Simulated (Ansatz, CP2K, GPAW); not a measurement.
# Ca: 3 runs at one level of theory

```
CELL_PARAMETERS angstrom
3.48866 0.00000 0.00000
0.00000 3.48866 0.00000
0.00000 0.00000 3.48866
ATOMIC_POSITIONS crystal
Ca 0.00000 0.00000 0.00000
```

This isn't the form of Ca at room conditions, which is fcc.

Alike in all runs: task single point; functional LDA; k mesh 8 × 8 × 8; occupations gaussian, width 0.05 eV; no spin polarisation; no spin-orbit coupling. LDA stands for any of its common fits. Pressure is positive in compression and, in plane waves, holds the error of the finite cutoff.

| program and potentials | plane-wave cutoff (eV) | notes | band gap (eV) | pressure (GPa) |
| --- | --- | --- | --- | --- |
| CP2K, GTH_POTENTIALS Ca GTH-PADE-q10; TZVP-MOLOPT-PBE-GTH basis | - | atomic basis | no gap | -0.76 |
| Ansatz, all-electron LAPW, scalar-relativistic | - | - | no gap | -0.92 |
| GPAW, the program's PAW data sets (release 1.2.1) made for this functional | 600 | - | ? | ? |

Q: Estimate from the other rows what the run with GPAW, the program's PAW data sets (release 1.2.1) made for this functional gave.

A: No band gap; pressure -0.85 GPa. The other rows, which needn't bracket it: pressure -0.92 to -0.76.
